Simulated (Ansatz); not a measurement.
# TiSi2 (Immm) in Ansatz: further runs

Runs on TiSi2. Level: HSE06 form with a typed share of exact exchange. Tasks: single point.

All numbers are computed with Ansatz 0.2.0; they aren't measurements. Logs are shortened: lines on timing, memory, paths and dates and some standing lists are left out, and cuts for length are marked.

**1. The structure**

It takes space group Immm (No. 71, orthorhombic). The conventional cell has a = 2.946 Å, b = 3.424 Å, c = 8.424 Å, α = 90.00°, β = 90.00°, γ = 90.00°. Ti (site symmetry mmm) has 10 Si at 2.67 to 2.78 Å and 2 Ti at 2.95 Å as nearest neighbours. Si (site symmetry mm2) has 7 Si at 2.63 to 2.95 Å and 5 Ti at 2.67 to 2.78 Å as nearest neighbours.

The cell comes from a database or a generator and needn't be the stable form of this composition.

**2. Single point, HSE06 form with a typed share of exact exchange**

input.yaml reads:

```yaml
crystal:
  lattice:
    - [-1.472872, 1.71213, 4.212083]
    - [1.472872, -1.71213, 4.212083]
    - [1.472872, 1.71213, -4.212083]
  atoms:
    - { symbol: Ti, position: [0.0, 0.0, 0.0] }
    - { symbol: Si, position: [0.670078, 0.670078, 0.0] }
    - { symbol: Si, position: [0.329922, 0.329922, 0.0] }
hamiltonian:
  xc: { exchange: pbe, correlation: pbe, exx: { coeff: 0.25, omega: 0.1 } }
  pseudopotentials: { kind: paw }
kpoints:
  mp_grid: { grid: [6, 6, 6] }
scf:
  occupations: { method: fermi_dirac, width: 0.05 }
output:
  forces: true
  stress: true
  eigenvalues: true
```

Potentials or basis: Ansatz PAW.

The run is started by

```sh
ansatz run input.yaml --threads 2 --pin off --max-ram 5632MiB --backend cpu --events-out ev --progress --plain --runs-dir out
```

What it wrote:

```text
Warning: output.stress: scf.convergence.dr2_threshold = 1e-7 eV (the SCF's general default) is looser than the 3e-10 eV advised for a printed stress (1e-10 eV for each atom of the cell: 3). What an SCF threshold leaves in a stress goes as its square root, and in the free energy as the threshold itself, and one threshold admits the most on a small cell: of the crystals measured, under no hybrid functional and no lock of the moments, on runs that ended without the residual-converged pass, on stresses that held no estimate of that error, the worst erred by over 100 MPa in a component at 1e-7 eV an atom and by under 5 at 1e-10. Set scf.convergence.dr2_threshold to 3e-10 eV or tighter. The threshold is an SCF's pass mark: one that does not reach it within its budget of iterations ends unconverged, or closes short of it on a stop that the run arms, and scf.convergence.dr2_threshold's page says what that costs each kind of run
Warning: output.stress: scf.exx.energy_threshold = 1e-6 eV is looser than the 3e-8 eV advised for a stress under a hybrid functional (1e-8 eV for each atom of the cell: 3). Every SCF of the exchange loop can meet its threshold on dr2 while the loop round them stops early: no threshold on dr2 bounds what that leaves in the stress. Set scf.exx.energy_threshold to 3e-8 eV or tighter. The threshold is the loop's pass mark: a loop that does not reach it within its budget of cycles ends unconverged, and scf.exx.energy_threshold's page has the law
Warning: RAYON_NUM_THREADS=2 ignored (pool sized by the plan → 2); use --threads N
basis.fft_grid_basis auto: the FFT boxes are laid along the combinations [[1, 0, 1], [0, 1, 1], [0, 0, 1]] of the cell's own vectors, 3.424, 2.946 and 4.779 Å long. The dense box has 24×20×32 points. Along the cell's own vectors, as sized, it would have 32×32×32, 2.13 times as many. Of the 8 symmetry operations that the crystal satisfies within crystal.symmetry.tolerance (time reversal apart; of a slab, those that keep its plane) the dense box along the cell's own vectors carries 8, and the one as laid loses 6 of those. basis.fft_grid_basis: typed keeps the cell's own vectors: state it where this run's energies or levels are differenced outside the engine with another run's, or held beside a run that keeps those vectors.
exact exchange: scf.exx.singularity resolves to wigner_seitz, which cuts the screened interaction at the faces of the exchange supercell's Wigner-Seitz cell, so that each pair interacts once, at the shortest of its separations (the periodic images that this leaves out come, for a point-like exchange hole, to about 0.006 eV on a filled level). The cut falls within the interaction's reach, and what an exchange supercell this small leaves in the energy, the band gaps and, where it is computed, the pressure is not bounded here. The exchange supercell (the smallest cell that an SCF of this deck is solved on times the 6×6×6 mesh of the exchange sum) has its nearest image at L = 17.67 Å, 1.77 times the interaction's range 1/ω = 10.00 Å. A denser mesh of the exchange sum (kpoints.mp_grid; where a k-mesh is refused, the cell repeated along its short axes), shrinks what is left. The k-mesh (kpoints.mp_grid) can leave an error of its own, as it does under a semilocal functional: two runs of this structure under PBE, one on that k-mesh and one on a denser one or on the cell repeated (per cell), show about how large it is in the energy; in a metal the hybrid's can be larger than they show. Converge the k-mesh under the hybrid itself. See scf.exx.q_mesh
Engine: ansatz 0.2.0, x86_64-unknown-linux-gnu
Pseudopotentials: kind: paw
Pseudopotential: Ti, paw, valence charge 12, recommended cutoff 420 eV (normal), Ti.paw.azcp
Pseudopotential: Si, paw, valence charge 4, recommended cutoff 420 eV (normal), Si.paw.azcp
Functional definition: unnamed
  parameter a_1 = 0.25
  parameter omega_1 = 0.1/angstrom
  exchange = pbe_x + (-a_1)*pbe_x_sr(omega_1) + a_1*exact_x_sr(omega_1)
  correlation = pbe_c
Crystal: 3 atoms, lattice volume = 42.487 Å³
Basis set: ecut = 420 eV, 839 PW (Γ), FFT grids on a1+a3, a2+a3, a3, exchange–correlation on 48×40×64 points (8 copies of the dense FFT grid, shifted against one another)
Bands: 14, of which v1, the nominal top of the filled ones, is band 10 counted from 1 (9 counted from 0)
Symmetry: 8 space group operations
Space group: Immm (ITA 71), of the structure as read, at distance tolerance 3.5e-5 Å
k-points: 46 of 216
Non-local potential: Ti, projectors of the file, l = 0: 3, l = 1: 2, l = 2: 3, l = 3: 1
Non-local potential: Si, projectors of the file, l = 0: 2, l = 1: 2, l = 2: 2
PAW form: soft (Blöchl's): semilocal exchange-correlation on the pseudo side does not see the compensation charge
PAW frozen core: Ti, regenerated for the run's functional, and the local potential with it (the file was generated under x = pbe(κ = 0.804, μ = 0.2195149727645171), c = pbe(β = 0.06672455060314922))
PAW frozen core: Si, regenerated for the run's functional, and the local potential with it (the file was generated under x = pbe(κ = 0.804, μ = 0.2195149727645171), c = pbe(β = 0.06672455060314922))
PAW one-centre angular grid: Ti, 590 points (default); XC on 64 Gauss nodes
PAW one-centre angular grid: Si, 110 points (default); XC on 64 Gauss nodes
Initial density: superposition of atomic densities (neutral atoms: chi_scale 0, normalization atom), corrected by the library's trained network
[... 44 lines left out ...]
hybrid SCF converged: 2 outer / 12 inner (+8 warm-up), last move |dexx| = 6.20e-6 eV, tail = 1.94e-8 eV
Stability not checked: this state was not tested for a lower state beside it, because the functional holds exact exchange (a hybrid, or Hartree-Fock), whose exchange loop this test does not read (fock_operator; see scf.lower_state_search)
Free energy (F): -3772.732114 eV
Frozen-core exchange: fock
Harris-Foulkes:  -3772.732114 eV  (|F-HF|=5.18e-10)
Internal energy: -3772.726583 eV  (E = F + TS)
E sigma→0 (E₀):  -3772.729349 eV
Entropy (-TS):   -0.005531 eV (-1.844 meV/atom)
Fermi energy:    12.377279 eV
--- Per-component energies (eV) ---
  E_band       = -151.073733
  E_kinetic    = 358.183660
  E_local      = -1014.869428  (includes V_loc(G=0)·N_el)
  E_nonlocal   = 53.808265
  E_hartree    = 440.860762
  E_xc         = -168.011420
  E_vxc        = -174.703684  (∫ρ·V_xc dr)
  E_exx        = -54.824950  (= α·E_x^exact, valence–valence)
  E_paw        = -2060.337987  (= ΣΔE_a)
  E_vpaw       = -145.563501  (= ΣTr[D̂ρ^β])
  E_aug_tail   = 0.000137  (compensation charges beyond the density's cutoff)
  E_ewald      = -1327.243671
  E_core_change = -0.291950  (= ΣΔE_core)
  E_smearing   = -0.005531  (= −TS)
  E_closure    = -0.000001  (closes the sum)
  Σ components = -3772.732114   (vs F -3772.732114, Δ=0.00e0)
--- Forces (eV/Å), atoms counted from 1 ---
  atom   1  Ti     0.00000000     0.00000000     0.00000000
  atom   2  Si    -0.00000000     0.00000000     0.17758098
  atom   3  Si     0.00000000     0.00000000    -0.17758098
  max |Σ_I F_I| component: 2.78e-17 eV/Å
--- Stress (GPa, compression-positive) ---
       -2.058513      -0.000000       0.000000
       -0.000000      -3.265742      -0.000000
        0.000000      -0.000000      -4.798104
  P = ⅓ Tr σ = -3.3741 GPa (-33.741 kbar)
--- Band table (eV; the first three rows and the last of 46) ---
  k-point 0: bands = ["-48.9370", "-23.6437", "-23.6341", "-23.3464", "-2.0687", "6.6507", "7.3418", "9.7002", "11.2779", "13.6184", "14.9467", "15.8021", "15.9987", "17.1542"]
  k-point 1: bands = ["-48.9248", "-23.6531", "-23.6273", "-23.4441", "-1.1558", "7.0179", "7.3396", "9.0127", "11.1659", "11.3720", "13.2146", "15.7692", "16.8092", "17.3270"]
  k-point 2: bands = ["-48.9007", "-23.6814", "-23.6314", "-23.5940", "1.3982", "6.3132", "7.5648", "7.8738", "10.0571", "10.8644", "11.3143", "15.8305", "16.5196", "16.6727"]
  k-point 45: bands = ["-48.9371", "-23.6503", "-23.6375", "-23.3469", "-0.7481", "1.9663", "10.6737", "10.6940", "11.8244", "13.2121", "15.2503", "15.4135", "15.8631", "16.6384"]
```

It took 27 s on 2 threads of Intel Xeon 6975P-C (Granite Rapids), shared host; peak memory 1.7 GiB.

Results:

```yaml
Free_energy: -3772.7321 eV
Pressure: -3.4 GPa
Largest_force: 0.178 eV/Å
Band_gap_on_the_k_mesh: none (metal or under the smearing width)
```

Forces on the atoms (eV/Å):
```
Ti   0.000  0.000  0.000
Si   0.000  0.000  0.178
Si   0.000  0.000 -0.178
```

Stress tensor (GPa, compression positive):
```
-2.06  0.00  0.00
 0.00 -3.27  0.00
 0.00  0.00 -4.80
```

Caveat: the k mesh is coarse (spacing up to 0.47 Å⁻¹), so the values aren't converged, least of all with exact exchange; the PAW data sets come from PBE, with cores solved anew for the run's functional, which leaves a small shift of forces and pressure; the thresholds are loose for stress.

(Continued in part 2 of 2.)
